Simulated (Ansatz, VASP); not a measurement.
# KBr: VASP beside Ansatz

Aim: how closely do two programs agree when they are given the same cell, functional and k mesh? The cell is taken from a series of VASP runs on this material, whose earlier steps may have relaxed, scaled or displaced it; both programs get it as it stands.

Calculated with Ansatz 0.2.0; plane waves, with VASP 6.6.1 beside it; band structure at HSE06 and band structure at HSE06, spin-orbit coupling.

## (1) Starting point

It takes space group Fm-3m (No. 225, cubic). The conventional cell has a = 6.585 Å, b = 6.585 Å, c = 6.585 Å, α = 90.00°, β = 90.00°, γ = 90.00°. Nearest to Br lie 6 K at 3.29 Å. Nearest to K lie 6 Br at 3.29 Å. Farther neighbours and most contacts between anions are not listed.

## (2) Ansatz: band structure, HSE06

Ansatz runs on its default PAW (the set named soft_2) files.

The same path points are solved in both programs, so levels can be compared one by one.

input.yaml reads:

```yaml
crystal:
  lattice:
    - [0.0, 3.29235, 3.29235]
    - [3.29235, 0.0, 3.29235]
    - [3.29235, 3.29235, 0.0]
  atoms:
    - { symbol: Br, position: [0.5, 0.5, 0.5] }
    - { symbol: K, position: [0.0, 0.0, 0.0] }
hamiltonian:
  xc: { exchange: pbe, correlation: pbe, exx: { coeff: 0.25, omega: 0.2 } }
  pseudopotentials: { kind: paw }
kpoints:
  mp_grid: { grid: [4, 4, 4] }
  band_path:
    path:
      - [0.0, 0.0, 0.0]
      - [0.5, 0.0, 0.5]
      - [0.5, 0.22222, 0.72222]
      - [0.40278, 0.34722, 0.75]
      - [0.125, 0.125, 0.25]
      - [0.27778, 0.27778, 0.27778]
      - [0.55556, 0.38889, 0.55556]
      - [0.58333, 0.25, 0.66667]
      - [0.5, 0.30556, 0.69444]
      - [0.48611, 0.48611, 0.52778]
      - [0.625, 0.25, 0.625]
      - [0.5, 0.0, 0.5]
    npoints: 1
scf:
  occupations: { method: gaussian, width: 0.03 }
  n_extra_bands: 7
output:
  forces: true
  stress: true
  eigenvalues: true
```

The run is started by

```console
$ ansatz run input.yaml --threads 4 --pin off --max-ram 9216MiB --backend cpu --events-out ev --progress --plain --runs-dir out
```

Numbers of over 12 decimals in the logs are rounded to 6 here.

Output:

```text
Warning: output.stress: scf.convergence.dr2_threshold = 1e-7 eV (the SCF's general default) is looser than the 2e-10 eV advised for a printed stress (1e-10 eV for each atom of the cell: 2). What an SCF threshold leaves in a stress goes as its square root, and in the free energy as the threshold itself, and one threshold admits the most on a small cell: [figures from the program's tests cut] Set scf.convergence.dr2_threshold to 2e-10 eV or tighter. The threshold is an SCF's pass mark: one that does not reach it within its budget of iterations ends unconverged, or closes short of it on a stop that the run arms, and scf.convergence.dr2_threshold's page says what that costs each kind of run
Warning: output.stress: scf.exx.energy_threshold = 1e-6 eV is looser than the 2e-8 eV advised for a stress under a hybrid functional (1e-8 eV for each atom of the cell: 2). Every SCF of the exchange loop can meet its threshold on dr2 while the loop round them stops early: no threshold on dr2 bounds what that leaves in the stress. Set scf.exx.energy_threshold to 2e-8 eV or tighter. The threshold is the loop's pass mark: a loop that does not reach it within its budget of cycles ends unconverged, and scf.exx.energy_threshold's page has the law
scf.n_extra_bands = 7 over 8 filled bands (N_el = 16.0): the run solves 15 bands
Engine: ansatz 0.2.0, x86_64-unknown-linux-gnu
Pseudopotentials: kind: paw
Pseudopotential: Br, paw, valence charge 7, recommended cutoff 420 eV (normal), Br.paw.azcp
Pseudopotential: K, paw, valence charge 9, recommended cutoff 420 eV (normal), K.paw.azcp
Functional definition: unnamed
  parameter a_1 = 0.25
  parameter omega_1 = 0.2/angstrom
  exchange = pbe_x + (-a_1)*pbe_x_sr(omega_1) + a_1*exact_x_sr(omega_1)
  correlation = pbe_c
Crystal: 2 atoms, lattice volume = 71.375 Å³
Basis set: ecut = 420 eV, 1411 PW (Γ), exchange–correlation on 64×64×64 points (8 copies of the dense FFT grid, shifted against one another)
Bands: 15, of which v1, the nominal top of the filled ones, is band 8 counted from 1 (7 counted from 0)
Symmetry: 48 space group operations
Space group: Fm-3m (ITA 225), of the structure as read, at distance tolerance 4.1e-5 Å
k-points: 8 of 64
Non-local potential: Br, projectors of the file, l = 0: 2, l = 1: 2, l = 2: 2
Non-local potential: K, projectors of the file, l = 0: 3, l = 1: 2, l = 2: 2
PAW form: soft (Blöchl's): semilocal exchange-correlation on the pseudo side does not see the compensation charge
PAW frozen core: Br, regenerated for the run's functional, and the local potential with it (the file was generated under x = pbe(κ = 0.804, μ = 0.219515), c = pbe(β = 0.066725))
PAW frozen core: K, regenerated for the run's functional, and the local potential with it (the file was generated under x = pbe(κ = 0.804, μ = 0.219515), c = pbe(β = 0.066725))
PAW one-centre angular grid: Br, 110 points (default); XC on 64 Gauss nodes
PAW one-centre angular grid: K, 110 points (default); XC on 64 Gauss nodes
Initial density: superposition of atomic densities (neutral atoms: chi_scale 0, normalization atom), corrected by the library's trained network
Initial wavefunctions: pseudopotential atomic-orbital guess
Functional: x = pbe(κ = 0.804, μ = 0.219515), c = pbe(β = 0.066725), warm-up for x = pbe(κ = 0.804, μ = 0.219515) + 0.25 (exact − pbe) at short range (hse, ω = 0.2 Å⁻¹), c = pbe(β = 0.066725)
SCF iter   1: F=—  HF=-4324.489492 eV  |F-HF|=—  |Δ(HF+E_count)|=         —  Δρ=1.25e-3  dr2=1.69e-3  ethr=1.77e-3  ⟨swp⟩=2.0  Hψ=958  notcnv=0
preconditioner: auto → none  [insulator: Δε(μ)=4.416 eV  Ē_g=15.764 eV  σ=0.030 eV  W_gap=1.00  n_scr=14 (ndim 8)  ℏωp=16.4 eV  f_vac=0.054  D(μ)=0.00/eV (n_scr^D=0)]
iter 2 solved again at ethr=1.23e-7 eV; its pass at ethr=1.06e-5 eV (dr2=1.97e-5 eV) is discarded
SCF iter   2: F=-4324.488869 eV  HF=-4324.488866 eV  |F-HF|=2.58e-6  |Δ(HF+E_count)|=   6.26e-4  Δρ=1.63e-4  dr2=1.92e-5  ethr=1.23e-7  ⟨swp⟩=3.4  Hψ=446  notcnv=0
SCF 1 stopped early in 2 iterations: F = -4324.488869 eV  dr2 = 1.92e-5
  greatest PAW one-centre occupation: 0.987 electrons in one spin orbital (limit 2), on the K atom at site 1 (counted from 0), in its partial waves of l = 0
Initial density: handed on by an earlier stage of this run
Initial wavefunctions: those handed on with the density
Functional: x = pbe(κ = 0.804, μ = 0.219515) + 0.25 (exact − pbe) at short range (hse, ω = 0.2 Å⁻¹), c = pbe(β = 0.066725)
Exchange kernel: α = 0.2500, screened, ω = 0.2000 Å⁻¹, Wigner–Seitz truncation, v(0) = 1122.0199 eV·Å³, q-mesh 4×4×4, nearest image of the exchange supercell L = 18.62 Å, pair-density grid 18×18×18, without the augmentation charges, whose exchange is taken in its separable form by FFT convolution over the k-point mesh (sized by the pseudopotential files, 27×27×27 at the most), smooth part of the exact exchange by density-matrix convolution
Frozen-core exchange: fock
SCF iter   1: F=—  HF=-4327.406897 eV  |F-HF|=—  |Δ(HF+E_count)|=         —  Δρ=2.84e-3  dr2=5.02e-3  ethr=1.20e-6  ⟨swp⟩=9.1  Hψ=680  notcnv=0
preconditioner: auto → none  [insulator: Δε(μ)=5.658 eV  Ē_g=17.791 eV  σ=0.030 eV  W_gap=1.00  n_scr=14 (ndim 8)  ℏωp=16.4 eV  f_vac=0.054  D(μ)=0.00/eV (n_scr^D=0)]
SCF iter   2: F=—  HF=-4327.405325 eV  |F-HF|=—  |Δ(HF+E_count)|=   1.57e-3  Δρ=1.25e-3  dr2=7.26e-4  ethr=1.20e-6  ⟨swp⟩=3.6  Hψ=340  notcnv=0
SCF iter   3: F=—  HF=-4327.406640 eV  |F-HF|=—  |Δ(HF+E_count)|=   1.32e-3  Δρ=4.08e-4  dr2=1.31e-4  ethr=1.20e-6  ⟨swp⟩=3.5  Hψ=320  notcnv=0
SCF iter   4: F=—  HF=-4327.406602 eV  |F-HF|=—  |Δ(HF+E_count)|=   3.81e-5  Δρ=4.14e-5  dr2=2.43e-6  ethr=7.68e-7  ⟨swp⟩=2.8  Hψ=196  notcnv=0
SCF iter   5: F=-4327.406611 eV  HF=-4327.406612 eV  |F-HF|=6.09e-7  |Δ(HF+E_count)|=   9.36e-6  Δρ=1.62e-5  dr2=3.38e-7  ethr=9.50e-9  ⟨swp⟩=3.8  Hψ=322  notcnv=0
SCF 2 stopped early in 5 iterations: F = -4327.406611 eV  dr2 = 3.38e-7
  greatest PAW one-centre occupation: 0.989 electrons in one spin orbital (limit 2), on the K atom at site 1 (counted from 0), in its partial waves of l = 0
hybrid outer 1: dexx = +1.962e-3 eV, tail = 8.78e-6 eV
Exchange kernel: α = 0.2500, screened, ω = 0.2000 Å⁻¹, Wigner–Seitz truncation, v(0) = 1122.0199 eV·Å³, q-mesh 4×4×4, nearest image of the exchange supercell L = 18.62 Å, pair-density grid 18×18×18, without the augmentation charges, whose exchange is taken in its separable form by FFT convolution over the k-point mesh (sized by the pseudopotential files, 27×27×27 at the most), smooth part of the exact exchange by density-matrix convolution
Frozen-core exchange: fock
SCF iter   1: F=—  HF=-4327.406873 eV  |F-HF|=—  |Δ(HF+E_count)|=         —  Δρ=3.35e-5  dr2=2.38e-7  ethr=2.74e-7  ⟨swp⟩=4.6  Hψ=361  notcnv=0
preconditioner: auto → none  [insulator: Δε(μ)=5.645 eV  Ē_g=17.787 eV  σ=0.030 eV  W_gap=1.00  n_scr=14 (ndim 8)  ℏωp=16.4 eV  f_vac=0.076  D(μ)=0.00/eV (n_scr^D=0)]
SCF iter   2: F=—  HF=-4327.406872 eV  |F-HF|=—  |Δ(HF+E_count)|=   5.35e-8  Δρ=1.39e-5  dr2=3.50e-8  ethr=1.24e-9  ⟨swp⟩=3.0  Hψ=210  notcnv=0
SCF iter   3: F=-4327.406872 eV  HF=-4327.406872 eV  |F-HF|=1.22e-9  |Δ(HF+E_count)|=   6.45e-9  Δρ=1.70e-6  dr2=3.04e-9  ethr=2.09e-10  ⟨swp⟩=3.0  Hψ=222  notcnv=0
SCF 3 converged in 3 iterations: F = -4327.406872 eV  dr2 = 3.04e-9
  Residual-converged pass: ⟨swp⟩=3.6  Hψ=239  notcnv=0  max |occ|·‖R‖ = 2.3e-6 eV (tolerance 2.4e-6 eV)  dr2=3.23e-9  dr2_onsite=1.05e-10  max |Δocc| = 0.0e0
hybrid outer 2: dexx = +1.304e-7 eV, tail = 1.05e-8 eV, Δε = 1.84e-3 eV (about 5.74e-5 eV left of the loop's levels)
NSCF: frozen V_eff on 12 k-points
hybrid SCF converged: 2 outer / 8 inner (+2 warm-up), last move |dexx| = 1.30e-7 eV, tail = 1.05e-8 eV
Stability not checked: this state was not tested for a lower state beside it, because the functional holds exact exchange (a hybrid, or Hartree-Fock), whose exchange loop this test does not read (fock_operator; see scf.lower_state_search)
Free energy (F): -4327.406873 eV
Frozen-core exchange: fock
Harris-Foulkes:  -4327.406873 eV  (|F-HF|=1.22e-9)
Internal energy: -4327.406873 eV  (E = F + TS)
E sigma→0 (E₀):  -4327.406873 eV
Fermi energy:    3.065556 eV
--- Per-component energies (eV) ---
  E_band       = -158.071323
  E_kinetic    = 388.371285
  E_local      = -835.224583  (includes V_loc(G=0)·N_el)
  E_nonlocal   = 82.549502
  E_hartree    = 271.008251
  E_xc         = -316.655456
  E_vxc        = -214.553086  (∫ρ·V_xc dr)
  E_exx        = -37.646674  (= α·E_x^exact, valence–valence)
  E_paw        = -3077.460048  (= ΣΔE_a)
  E_vpaw       = -45.936810  (= ΣTr[D̂ρ^β])
  E_aug_tail   = -0.000004  (compensation charges beyond the density's cutoff)
  E_ewald      = -801.844668
  E_core_change = -0.504481  (= ΣΔE_core)
  E_smearing   = -0.000000  (= −TS)
  E_closure    = 0.000002  (closes the sum)
  Σ components = -4327.406873   (vs F -4327.406873, Δ=0.00e0)
--- Forces (eV/Å), atoms counted from 1 ---
  atom   1  Br     0.00000000    -0.00000000    -0.00000000
  atom   2  K     -0.00000000     0.00000000     0.00000000
  max |Σ_I F_I| component: 3.85e-30 eV/Å
--- Stress (GPa, compression-positive) ---
        0.578406       0.000000      -0.000000
       -0.000000       0.578406      -0.000000
        0.000000       0.000000       0.578406
  P = ⅓ Tr σ = 0.5784 GPa (5.784 kbar)
--- Band table (eV; the first three rows and the last of 8) ---
  k-point 0: bands = [... 4 lower, -11.8128, 0.2430, 0.2430, 0.2430, 5.8880, 9.2329, 9.2329, 9.2329, ... 3 higher]
  k-point 1: bands = [... 4 lower, -11.6733, -0.4562, 0.0604, 0.0604, 7.1651, 9.0515, 9.9840, 9.9840, ... 3 higher]
  k-point 2: bands = [... 4 lower, -11.5470, -1.0078, -0.1095, -0.1095, 8.0269, 9.8866, 11.6630, 11.6630, ... 3 higher]
  k-point 7: bands = [... 4 lower, -11.7109, -0.3871, -0.3871, -0.3272, 8.9227, 8.9227, 9.8877, 10.8259, ... 3 higher]
```

Elapsed: 15 s, on 4 threads of AMD EPYC 7B13 (Zen 3), shared host; peak memory 0.73 GiB; 51 s of CPU time.

## (3) VASP: band structure, HSE06

The same cell, functional, mesh and smearing now go to VASP, with its own data sets and cutoff.

Lines of VASP's logs that name or quote its potential files are left out, and so is its time.

The run reads the wave functions of an earlier VASP run, which isn't shown here.

INCAR reads:

```
SYSTEM = KBr
PREC = Accurate
ENCUT = 350
EDIFF = 1E-06
NELM = 100
ISMEAR = 0
SIGMA = 0.03
LREAL = .FALSE.
ALGO = Normal
LHFCALC = .TRUE.
AEXX = 0.25
GGA = PE
HFSCREEN = 0.2
LASPH = .TRUE.
NBANDS = 14
PRECFOCK = Fast
LORBIT = 11
LWAVE = .FALSE.
LCHARG = .FALSE.
KPAR = 4
```

POSCAR reads:

```
KBr
1.0
    0.0000000000      3.2923500000      3.2923500000
    3.2923500000      0.0000000000      3.2923500000
    3.2923500000      3.2923500000      0.0000000000
Br K
1 1
Direct
    0.5000000000      0.5000000000      0.5000000000
    0.0000000000      0.0000000000      0.0000000000
```

KPOINTS reads:

```
Automatic mesh
0
Gamma
4 4 4
0 0 0
```

KPOINTS_OPT reads:

```
Line mode
10
Line-mode
Reciprocal
  0.00000000   0.00000000   0.00000000 GAMMA
  0.50000000   0.00000000   0.50000000 X

  0.50000000   0.00000000   0.50000000 X
  0.50000000   0.25000000   0.75000000 W

  0.50000000   0.25000000   0.75000000 W
  0.37500000   0.37500000   0.75000000 K

  0.37500000   0.37500000   0.75000000 K
  0.00000000   0.00000000   0.00000000 GAMMA

  0.00000000   0.00000000   0.00000000 GAMMA
  0.50000000   0.50000000   0.50000000 L

  0.50000000   0.50000000   0.50000000 L
  0.62500000   0.25000000   0.62500000 U

  0.62500000   0.25000000   0.62500000 U
  0.50000000   0.25000000   0.75000000 W

  0.50000000   0.25000000   0.75000000 W
  0.50000000   0.50000000   0.50000000 L

  0.50000000   0.50000000   0.50000000 L
  0.37500000   0.37500000   0.75000000 K

  0.62500000   0.25000000   0.62500000 U
  0.50000000   0.00000000   0.50000000 X
```

PAW data sets: Br and K_sv (PBE family, release 64).

The run is started by

```console
$ mpirun -np 4 vasp_std
```

Output:

```text
[banner, memory and clock lines left out]
running    4 mpi-ranks, on    1 nodes
 distrk:  each k-point on    1 cores,    4 groups
 distr:  one band on    1 cores,    1 groups

 POSCAR found type information on POSCAR BrK
 POSCAR found :  2 types and       2 ions
 LDA part: xc-table for (Slater+PW92), standard interpolation
 found WAVECAR, reading the header
 POSCAR, INCAR and KPOINTS ok, starting setup
 FFT: planning ... GRIDC
 FFT: planning ... GRID_SOFT
 FFT: planning ... GRID
 reading WAVECAR
 the WAVECAR file was read successfully
 initial charge from wavefunction
 entering main loop
       N       E                     dE             d eps       ncg     rms          rms(c)
DAV:   1    -0.717984393734E+01   -0.71798E+01   -0.62364E-01   248   0.745E+00    0.212E+00
DAV:   2    -0.718542221491E+01   -0.55783E-02   -0.17732E-02   302   0.930E-01    0.144E+00
DAV:   3    -0.718306916744E+01    0.23530E-02   -0.20992E-03   286   0.291E-01    0.885E-01
DAV:   4    -0.718258254399E+01    0.48662E-03   -0.78578E-04   266   0.170E-01    0.542E-01
DAV:   5    -0.718250126462E+01    0.81279E-04   -0.14988E-04   290   0.790E-02    0.330E-01
DAV:   6    -0.718248404815E+01    0.17216E-04   -0.29766E-05   286   0.401E-02    0.198E-01
DAV:   7    -0.718248344885E+01    0.59930E-06   -0.96613E-06   274   0.241E-02
   1 F= -.71824834E+01 E0= -.71824834E+01  d E =-.583629E-11
 Start KPOINTS_OPT (optional k-point list driver)
k-point batch [1-8\100]
       N       E                     dE             ncg
DAV:   1    -0.812926917582E+03   -0.19026E+04      224
DAV:   2    -0.155418614388E+04   -0.74126E+03      278
DAV:   3    -0.161500789913E+04   -0.60822E+02      274
DAV:   4    -0.161713442241E+04   -0.21265E+01      330
DAV:   5    -0.161718247443E+04   -0.48052E-01      288
DAV:   6    -0.161718355316E+04   -0.10787E-02      320
DAV:   7    -0.161718357676E+04   -0.23603E-04      288
DAV:   8    -0.161718357701E+04   -0.25328E-06      202
[...]
k-point batch [97-100\100]
       N       E                     dE             ncg
DAV:   1     0.119888628461E+04   -0.21027E+04      112
DAV:   2     0.850795080818E+03   -0.34809E+03      130
DAV:   3     0.823621786581E+03   -0.27173E+02      160
DAV:   4     0.822423698287E+03   -0.11981E+01      180
DAV:   5     0.822401947273E+03   -0.21751E-01      148
DAV:   6     0.822401551924E+03   -0.39535E-03      168
DAV:   7     0.822401544490E+03   -0.74344E-05      136
DAV:   8     0.822401544446E+03   -0.44121E-07       98
```

OUTCAR, selected parts (step 3):

```text
ion  position               nearest neighbor table
   1  0.500  0.500  0.500-   2 3.29   2 3.29   2 3.29   2 3.29   2 3.29   2 3.29
   2  0.000  0.000  0.000-   1 3.29   1 3.29   1 3.29   1 3.29   1 3.29   1 3.29

  LATTYP: Found a face centered cubic cell.
 ALAT       =     6.5847000000

 Subroutine GETGRP returns: Found 48 space group operations
 (whereof 48 operations were pure point group operations)

The static configuration has the point symmetry O_h .

 Found      8 irreducible k-points:

   k-points           NKPTS =      8   k-points in BZ     NKDIM =     64   number of bands    NBANDS=     14

   dimension x,y,z NGX =    28 NGY =   28 NGZ =   28
   dimension x,y,z NGXF=    56 NGYF=   56 NGZF=   56

   ENCUT  =  350.0 eV  25.72 Ry    5.07 a.u.   7.10  7.10  7.10*2*pi/ulx,y,z

   NELECT =      16.0000    total number of electrons

 k-points in reciprocal lattice and weights: Automatic mesh
   0.00000000  0.00000000  0.00000000       0.016
   0.25000000  0.00000000  0.00000000       0.125
   0.50000000  0.00000000  0.00000000       0.062
   0.25000000  0.25000000  0.00000000       0.094
   0.50000000  0.25000000  0.00000000       0.375
  -0.25000000  0.25000000  0.00000000       0.188
   0.50000000  0.50000000  0.00000000       0.047
  -0.25000000  0.50000000  0.25000000       0.094

  exchange ACFDT corr.  =         0.00000000  see jH, gK, PRB 81, 115126

 average (electrostatic) potential at core
       1 -61.1483       2 -31.9877

 E-fermi :  -2.4731

 k-point     1 :       0.0000    0.0000    0.0000
  band No.  band energies     occupation
    ...
      4     -14.6770      2.00000
      5     -14.6770      2.00000
      6      -2.6029      2.00000
      7      -2.6029      2.00000
      8      -2.6029      2.00000
      9       3.0370      0.00000
     10       6.3932      0.00000
     11       6.3932      0.00000
     12       6.3932      0.00000
     13       7.3501      0.00000
    ...

 k-point     2 :       0.2500    0.0000    0.0000
  band No.  band energies     occupation
    ...
      4     -14.6788      2.00000
      5     -14.5387      2.00000
      6      -3.3011      2.00000
      7      -2.7840      2.00000
      8      -2.7840      2.00000
      9       4.3150      0.00000
     10       6.2110      0.00000
     11       7.1448      0.00000
     12       7.1448      0.00000
     13       8.1604      0.00000
    ...

 k-point     3 :       0.5000    0.0000    0.0000
  band No.  band energies     occupation
    ...
      4     -14.6806      2.00000
      5     -14.4134      2.00000
      6      -3.8517      2.00000
      7      -2.9527      2.00000
      8      -2.9527      2.00000
      9       5.1812      0.00000
     10       7.0418      0.00000
     11       8.8255      0.00000
     12       8.8255      0.00000
     13       8.8340      0.00000
    ...

  energy-cutoff  :      350.00
  volume of cell :       71.38
      direct lattice vectors                 reciprocal lattice vectors
     0.000000000  3.292350000  3.292350000    -0.151867207  0.151867207  0.151867207
     3.292350000  0.000000000  3.292350000     0.151867207 -0.151867207  0.151867207
     3.292350000  3.292350000  0.000000000     0.151867207  0.151867207 -0.151867207

 POSITION                                       TOTAL-FORCE (eV/Angst)
 -----------------------------------------------------------------------------------
      3.29235      3.29235      3.29235         0.000000      0.000000      0.000000
      0.00000      0.00000      0.00000        -0.000000     -0.000000     -0.000000
 -----------------------------------------------------------------------------------
    total drift:                                0.000000      0.000000      0.000000

  FREE ENERGIE OF THE ION-ELECTRON SYSTEM (eV)
  ---------------------------------------------------
  free  energy   TOTEN  =        -7.1824834488 eV

  energy  without entropy=       -7.1824834488  energy(sigma->0) =       -7.18248345

 total charge
# of ion       s       p       d       tot
------------------------------------------
    1        1.594   3.341   0.001   4.935
    2        1.958   5.622   0.020   7.600
--------------------------------------------------
tot          3.552   8.963   0.021  12.535

[... 3 further parts left out ...]
```

The k-mesh is coarse for exact exchange; levels may shift by about 0.1 eV on a finer one.

[end of part 1 of 2]

[Lines on the potential files, build, host, timing and source positions are cut from VASP's logs without a mark.]

[Logs are printed without paths, hosts, clocks, repeated set-up lines and the standing remarks that a program may print on its own settings, such as how far it seeks lower states.]

[Hosts, paths, dates, database ids (printed as entryN), source tags and the programs' standing remarks are cut or masked in the printed files.]
